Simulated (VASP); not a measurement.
# MnO (Cm) in VASP: further runs

The runs below take MnO through relaxation of cell and atoms, with PBE.

Program: VASP 6.6.1. These are calculated values, not measurements. Logs are shortened: lines on timing, memory, paths and dates and some standing lists are left out, and cuts for length are marked.

## 1. The structure

Symmetry: Cm, No. 8, monoclinic system. Conventional cell: a = 5.943 Å, b = 3.434 Å, c = 3.440 Å, α = 90.00°, β = 125.23°, γ = 90.00°. Mn (site symmetry m) has 4 O at 2.10 Å as nearest neighbours. O (site symmetry m) is surrounded by 4 Mn at 2.10 Å.

The cell comes from a database or a generator and needn't be the stable form of this composition.

## 2. Relaxation of cell and atoms, PBE, collinear spin, ferromagnetic start

INCAR

```
  ALGO = Normal
  EDIFF = 1E-6
  EDIFFG = -0.01
  ENCUT = 600
  GGA = PE
  IBRION = 2
  ISIF = 3
  ISMEAR = -1
  ISPIN = 2
  LASPH = True
  LCHARG = False
  LMAXMIX = 4
  LORBIT = 11
  LREAL = False
  LWAVE = False
  MAGMOM = 4 0
  NELM = 150
  NSW = 60
  PREC = Accurate
  PSTRESS = 0
  SIGMA = 0.05
```

KPOINTS

```
k-points
0
Gamma
  7 7 7
```

POSCAR

```
MnO
1.0
    2.9712935166     -1.7169813801      0.0000000000
    2.9712935166      1.7169813801      0.0000000000
   -1.9846287531      0.0000000000      2.8103092467
Mn O
1 1
Direct
    0.5001990000      0.5001990000      0.5006650000
    0.7498025000      0.7498025000      0.2493360000
```

Potentials or basis: VASP PAW PBE potentials, release 64 (Mn_pv, O).

Command:

```sh
cat potpaw_PBE.64/Mn_pv/POTCAR potpaw_PBE.64/O/POTCAR > POTCAR
mpirun -np 1 vasp_std > vasp.out
```

OUTCAR:

```text
EDIFF = 1E-6
   EDIFFG = -0.01
   ENCUT = 600
   GGA = PE
   IBRION = 2
   ISIF = 3
   ISMEAR = -1
   ISPIN = 2
   LASPH = True
   LORBIT = 11
   LREAL = False
   NELM = 150
   NSW = 60
   PREC = Accurate
   PSTRESS = 0

 ion  position               nearest neighbor table
   1  0.500  0.500  0.501-   2 2.10   2 2.10   2 2.10   2 2.10
   2  0.750  0.750  0.249-   1 2.10   1 2.10   1 2.10   1 2.10

  LATTYP: Found a base centered monoclinic cell.
 ALAT       =     5.9425870332
 B/A-ratio  =     0.5778565364
 C/A-ratio  =     0.5789455757
 COS(beta)  =    -0.5768541066

  Lattice vectors:

 A1 = (   2.9712935166,  -1.7169813801,   0.0000000000)
 A2 = (   2.9712935166,   1.7169813801,   0.0000000000)
 A3 = (  -1.9846287531,   0.0000000000,   2.8103092467)

Analysis of symmetry for initial positions (statically):
=====================================================================
 Subroutine PRICEL returns:
 Original cell was already a primitive cell.

 Routine SETGRP: Setting up the symmetry group for a
 base centered monoclinic supercell.

 Subroutine GETGRP returns: Found  2 space group operations
 (whereof  2 operations were pure point group operations)
 out of a pool of  4 trial point group operations.

The static configuration has the point symmetry C_1h.

Analysis of symmetry for dynamics (positions and initial velocities):
=====================================================================
 Subroutine PRICEL returns:
 Original cell was already a primitive cell.

 Routine SETGRP: Setting up the symmetry group for a
 base centered monoclinic supercell.

 Subroutine GETGRP returns: Found  2 space group operations
 (whereof  2 operations were pure point group operations)
 out of a pool of  4 trial point group operations.

The dynamic configuration has the point symmetry C_1h.

Analysis of structural, dynamic, and magnetic symmetry:
=====================================================================
 Subroutine PRICEL returns:
 Original cell was already a primitive cell.

 Routine SETGRP: Setting up the symmetry group for a
 base centered monoclinic supercell.

 Subroutine GETGRP returns: Found  2 space group operations
 (whereof  2 operations were pure point group operations)
 out of a pool of  4 trial point group operations.

The overall configuration has the point symmetry C_1h.

 Subroutine INISYM returns: Found  2 space group operations
 (whereof  2 operations are pure point group operations),
 and found     1 'primitive' translations

----------------------------------------------------------------------------------------

                                     Primitive cell

  volume of cell :      28.6745

  direct lattice vectors                    reciprocal lattice vectors
     2.971293517 -1.716981380  0.000000000     0.168276879 -0.291208749  0.118836435
     2.971293517  1.716981380  0.000000000     0.168276879  0.291208749  0.118836435
    -1.984628753  0.000000000  2.810309247     0.000000000  0.000000000  0.355832726

  length of vectors
     3.431706605  3.431706605  3.440434471     0.356709605  0.356709605  0.355832726

  position of ions in fractional coordinates (direct lattice)
     0.500199000  0.500199000  0.500665000
     0.749802500  0.749802500  0.249336000

  ion indices of the primitive-cell ions
   primitive index   ion index
                 1           1
                 2           2

----------------------------------------------------------------------------------------

 KPOINTS: k-points

Automatic generation of k-mesh.
 Grid dimensions read from file:
 generate k-points for:    7    7    7

 Generating k-lattice:

  Cartesian coordinates                     Fractional coordinates (reciprocal lattice)
     0.024039554 -0.041601250  0.016976634     0.142857143 -0.000000000  0.000000000
     0.024039554  0.041601250  0.016976634    -0.000000000  0.142857143  0.000000000
     0.000000000  0.000000000  0.050833247     0.000000000  0.000000000  0.142857143

  Length of vectors
     0.050958515  0.050958515  0.050833247

  Shift w.r.t. Gamma in fractional coordinates (k-lattice)
     0.000000000  0.000000000  0.000000000

 Subroutine IBZKPT returns following result:
 ===========================================

 Found    100 irreducible k-points:

 Following reciprocal coordinates:
            Coordinates               Weight
  0.000000  0.000000  0.000000      1.000000
  0.142857 -0.000000 -0.000000      4.000000
  0.285714 -0.000000 -0.000000      4.000000
  0.428571 -0.000000 -0.000000      4.000000
  0.142857  0.142857 -0.000000      2.000000
  0.285714  0.142857 -0.000000      4.000000
[... 16 lines left out ...]
 -0.142857  0.000000  0.142857      4.000000
  0.142857  0.142857  0.142857      2.000000
 [... further k-points ...]
   k-points           NKPTS =    100   k-points in BZ     NKDIM =    100   number of bands    NBANDS=     15
   number of dos      NEDOS =    301   number of ions     NIONS =      2
   total plane-waves  NPLWV =  21952
   dimension x,y,z NGX =    28 NGY =   28 NGZ =   28
   dimension x,y,z NGXF=    56 NGYF=   56 NGZF=   56
   ions per type =               1   1
   NGX,Y,Z   is equivalent  to a cutoff of  13.56, 13.56, 13.53 a.u.
   NGXF,Y,Z  is equivalent  to a cutoff of  27.13, 27.13, 27.06 a.u.
 SYSTEM =  unknown system
   PREC   = accura    normal or accurate (medium, high low for compatibility)
   ISTART =      0    job   : 0-new  1-cont  2-samecut
   ICHARG =      2    charge: 1-file 2-atom 10-const
   ISPIN  =      2    spin polarized calculation?
   LNONCOLLINEAR =      F non collinear calculations
   LSORBIT =      F    spin-orbit coupling
   LASPH  =      T    aspherical Exc in radial PAW
   ENCUT  =  600.0 eV  44.10 Ry    6.64 a.u.   6.85  6.85  6.87*2*pi/ulx,y,z
   NELM   =    150;   NELMIN=  2; NELMDL= -5     # of ELM steps
   EDIFF  = 0.1E-05   stopping-criterion for ELM
   LREAL  =      F    real-space projection
   EDIFFG = -.1E-01   stopping-criterion for IOM
   NSW    =     60    number of steps for IOM
   IBRION =      2    ionic relax: 0-MD 1-quasi-New 2-CG
   NFREE  =      1    steps in history (QN), initial steepest desc. (CG)
   ISIF   =      3    stress and relaxation
   ISYM   =      2    0-nonsym 1-usesym 2-fastsym
   POTIM  = 0.5000    time-step for ionic-motion
   TEBEG  =    0.0;   TEEND  =   0.0 temperature during run
   PSTRESS=    0.0 pullay stress
   NELECT =      19.0000    total number of electrons
   NUPDOWN=      -1.0000    fix difference up-down
   EMIN   =  10.00;   EMAX   =-10.00  energy-range for DOS
   EFERMI =   0.00;   METHOD = LEGACY
   ISMEAR =    -1;   SIGMA  =   0.05  broadening in eV -4-tet -1-fermi 0-gaus
   EFERMI_NEDOS =   21; number of points for ismear=-14 and -15
   IALGO  =     38    algorithm
   IMIX   =      4    mixing-type and parameters
     AMIX     =   0.40;   BMIX     =  1.00
     AMIX_MAG =   1.60;   BMIX_MAG =  1.00
  volume/ion in A,a.u.               =      14.34        96.75
  Fermi-wavevector in a.u.,A,eV,Ry     =   1.427231  2.697076 27.714910  2.036988
  Thomas-Fermi vector in A             =   2.547423
   LORBIT       =     11    0 simple, 1 ext, 2 COOP (PROOUT), +10 PAW based schemes
   GGA     = PE    functional components
   LHFCALC =     F    Hartree Fock is set to
   AEXX    =    0.0000 exact exchange contribution
   IVDW    =     0    specifies the selected vdW correction
   LEPSILON=     F    determine dielectric tensor
   LRPA    =     F    only Hartree local field effects (RPA)
 conjugate gradient relaxation of ions
 spin polarized calculation
  energy-cutoff  :      600.00
  volume of cell :       28.67
 maximum number of plane-waves:       966
   NGX = 13   NGY = 13   NGZ = 13

--------------------------------------- Ionic step        1  -------------------------------------------

 number of electron      19.0000010 magnetization       4.9967476

 Free energy of the ion-electron system (eV)
  ---------------------------------------------------
  ext. energy  EPLUGINS =         0.00000000
  ---------------------------------------------------
  free energy    TOTEN  =       -16.40622963 eV

  energy without entropy =      -16.40430358  energy(sigma->0) =      -16.40526661

 E-fermi :   4.8931     XC(G=0): -10.1904

 val. band max:        4.8864130442   @ k =   0.0000   0.0000   0.0000
 cond. band min:       4.8947633851   @ k =   0.0000   0.0000   0.0000
 fundamental gap:      0.0083503408
 Fermi energy:         4.8931320959

 spin component 1

 k-point     1 :       0.0000    0.0000    0.0000
  band No.  band energies     occupation
      1     -45.5479      1.00000
      2     -45.5473      1.00000
      3     -45.5465      1.00000
      4     -14.3773      1.00000
      5      -0.8084      1.00000
      6      -0.7966      1.00000
      7      -0.7939      1.00000
      8       2.1757      1.00000
      9       2.1784      1.00000
     10       3.5023      1.00000
     11       4.8803      0.56368
     12       4.8807      0.56168
     13       4.8864      0.53354
     14      16.6446      0.00000
     15      16.7129      0.00000
[... 919 lines left out ...]
  energy  without entropy=      -16.4125488887  energy(sigma->0) =      -16.41411105

--------------------------------------- Ionic step        3  -------------------------------------------

 number of electron      19.0000006 magnetization       4.9947081

 Free energy of the ion-electron system (eV)
  ---------------------------------------------------
  ext. energy  EPLUGINS =         0.00000000
  ---------------------------------------------------
  free energy    TOTEN  =       -16.41784658 eV

  energy without entropy =      -16.41535496  energy(sigma->0) =      -16.41660077

 E-fermi :   5.2988     XC(G=0): -10.3639

 val. band max:        5.2702237187   @ k =   0.0000   0.0000   0.0000
 cond. band min:       5.3058126268   @ k =   0.0000   0.0000   0.0000
 fundamental gap:      0.0355889081
 Fermi energy:         5.2987898240

 spin component 1

 k-point     1 :       0.0000    0.0000    0.0000
  band No.  band energies     occupation
      1     -45.1984      1.00000
      2     -45.1980      1.00000
      3     -45.1969      1.00000
      4     -14.2677      1.00000
      5      -0.6590      1.00000
      6      -0.6468      1.00000
      7      -0.6444      1.00000
      8       2.5118      1.00000
      9       2.5145      1.00000
     10       3.8500      1.00000
     11       5.3058      0.46494
     12       5.3070      0.45904
     13       5.3142      0.42342
     14      17.2318      0.00000
     15      17.2871      0.00000
[... 879 lines left out ...]
  FREE ENERGIE OF THE ION-ELECTRON SYSTEM (eV)
  ---------------------------------------------------
  free  energy   TOTEN  =       -16.4178465761 eV

  energy  without entropy=      -16.4153549598  energy(sigma->0) =      -16.41660077

 reached required accuracy - stopping structural energy minimisation

 total charge

# of ion       s       p       d       tot
------------------------------------------
    1        0.231   6.210   4.932  11.373
    2        1.551   3.441   0.000   4.992
--------------------------------------------------
tot          1.782   9.651   4.932  16.365

 magnetization (x)

# of ion       s       p       d       tot
------------------------------------------
    1        0.036   0.058   4.331   4.425
    2        0.019   0.172   0.000   0.191
--------------------------------------------------
tot          0.055   0.230   4.331   4.616
```

Wall time 2.1 min (1 thread of Intel Xeon Platinum 8488C (Sapphire Rapids), shared host); peak memory 0.23 GiB.

What came out:

| Quantity | Value |
| --- | --- |
| Free energy | -16.4178 eV |
| Relaxed volume | 13.85 Å³/atom |
| Relaxed cell | a = 3.393 Å, b = 3.393 Å, c = 3.400 Å, α = 119.97°, β = 119.97°, γ = 60.04° |
| Space group after relaxing (to 0.05 Å) | F-43m (No. 216) |
| Energy gained by relaxing | 5.8 meV/atom |
| Ionic steps | 3 |
| Pressure after relaxing | 0.0 GPa |
| Band gap on the k mesh | none (metal or under the smearing width) |
| Net moment | 4.99 μB per cell |
| Site moments | Mn +4.42; O +0.19 μB |
| Valence electrons inside the program's atomic spheres | Mn 11.37; O 4.99 |

Step by step:
| step | energy change (eV) | largest force (eV/Å) | pressure (GPa) | volume (Å³) |
| --- | --- | --- | --- | --- |
| 1 | 0.0000 | 0.0014 | -3.78 | 28.67 |
| 2 | -0.0094 | 0.0023 | 1.73 | 27.29 |
| 3 | -0.0116 | 0.0011 | -0.04 | 27.70 |

Final structure:
```cif
data_structure
_symmetry_space_group_name_H-M 'P 1'
_symmetry_Int_Tables_number 1
_cell_length_a 3.3933
_cell_length_b 3.3933
_cell_length_c 3.4003
_cell_angle_alpha 119.974
_cell_angle_beta 119.974
_cell_angle_gamma 60.042
_cell_volume 27.70
loop_
_atom_site_label
_atom_site_type_symbol
_atom_site_fract_x
_atom_site_fract_y
_atom_site_fract_z
_atom_site_occupancy
Mn1 Mn 0.50021 0.50021 0.50067 1
O1 O 0.74979 0.74979 0.24933 1
```

Levels at points of the mesh, in eV from the Fermi level:
Spin up:
| k point | band 9 | band 10 | band 11 | band 12 | band 13 | band 14 | band 15 |
| --- | --- | --- | --- | --- | --- | --- | --- |
| (0.00, 0.00, 0.00) | -2.78 | -1.45 | 0.01 | 0.01 | 0.02 | 11.93 | 11.99 |
Spin down:
```
           k point  band 3  band 4  band 5  band 6  band 7  band 8  band 9  band 10  band 11  band 12
(0.00, 0.00, 0.00)  -45.75  -19.13   -4.64   -4.63   -4.63   -0.03    1.53     1.53     3.37     3.37
```

Caveat: a cell with one magnetic atom can't hold antiferromagnetic order, which such compounds often take; semilocal functionals often make such compounds metallic where correlation or magnetic order opens a gap, which also shifts bond lengths. With open d or f shells a metallic result of PBE can be an artefact of self-interaction; +U or a hybrid may open a gap.

## 3. Relaxation of cell and atoms, PBE, collinear spin, ferromagnetic start, target pressure 2 GPa, at which the enthalpy is minimised

INCAR, as its differences from that of step 2:

```diff
@@ -19,3 +19,3 @@
   PREC = Accurate
-  PSTRESS = 0
+  PSTRESS = 20
   SIGMA = 0.05
```

KPOINTS is that of step 2.

POSCAR is that of step 2.

Potentials or basis: VASP PAW PBE potentials, release 64 (Mn_pv, O).

Command:

```sh
cat potpaw_PBE.64/Mn_pv/POTCAR potpaw_PBE.64/O/POTCAR > POTCAR
mpirun -np 1 vasp_std > vasp.out
```

Run time: 2.2 min. Hardware: 1 thread of Intel Xeon Platinum 8488C (Sapphire Rapids), shared host; peak memory 0.23 GiB.

The run converged. Its results:

- Free energy: -16.4149 eV
- Relaxed volume: 13.61 Å³/atom
- Relaxed cell: a = 3.374 Å, b = 3.374 Å, c = 3.380 Å, α = 119.97°, β = 119.97°, γ = 60.04°
- Space group after relaxing (to 0.05 Å): F-43m (No. 216)
- Energy change on relaxing (the enthalpy is what falls): -4.3 meV/atom
- Ionic steps: 3
- Pressure after relaxing: 2.0 GPa
- Band gap on the k mesh: none (metal or under the smearing width)
- Net moment: 4.99 μB per cell
- Site moments: Mn +4.42; O +0.20 μB
- Valence electrons inside the program's atomic spheres: Mn 11.39; O 5.00

Stress tensor (GPa, compression positive):
```
2.06 0.00 0.01
0.00 2.06 0.00
0.01 0.00 1.96
```

The path:
```tsv
step	energy change (eV)	largest force (eV/Å)	pressure (GPa)	volume (Å³)
1	0.0000	0.0014	-3.78	28.67
2	0.0050	0.0013	4.76	26.58
3	-0.0086	0.0008	2.03	27.22
```

Final structure:
```yaml
crystal:
  lattice:
    - [2.92091, -1.68783, 0.00021]
    - [2.92091, 1.68783, 0.00021]
    - [-1.95078, 0.00000, 2.76082]
  atoms:
    - { symbol: Mn, position: [0.50021, 0.50021, 0.50067] }
    - { symbol: O, position: [0.74979, 0.74979, 0.24933] }
```

Levels at points of the mesh, in eV from the Fermi level:
Spin up:
| k point | band 10 | band 11 | band 12 | band 13 | band 14 | band 15 |
| --- | --- | --- | --- | --- | --- | --- |
| (0.00, 0.00, 0.00) | -1.47 | 0.02 | 0.03 | 0.03 | 12.03 | 12.08 |
Spin down:
```tsv
k point	band 3	band 4	band 5	band 6	band 7	band 8	band 9	band 10	band 11	band 12
(0.00, 0.00, 0.00)	-45.78	-19.27	-4.77	-4.76	-4.75	-0.04	1.49	1.50	3.39	3.39
```

Caveat: the cell is relaxed towards a set pressure, so the enthalpy falls and the energy may rise; a cell with one magnetic atom can't hold antiferromagnetic order, which such compounds often take; semilocal functionals often make such compounds metallic where correlation or magnetic order opens a gap, which also shifts bond lengths.

(Continued in part 2 of 2.)
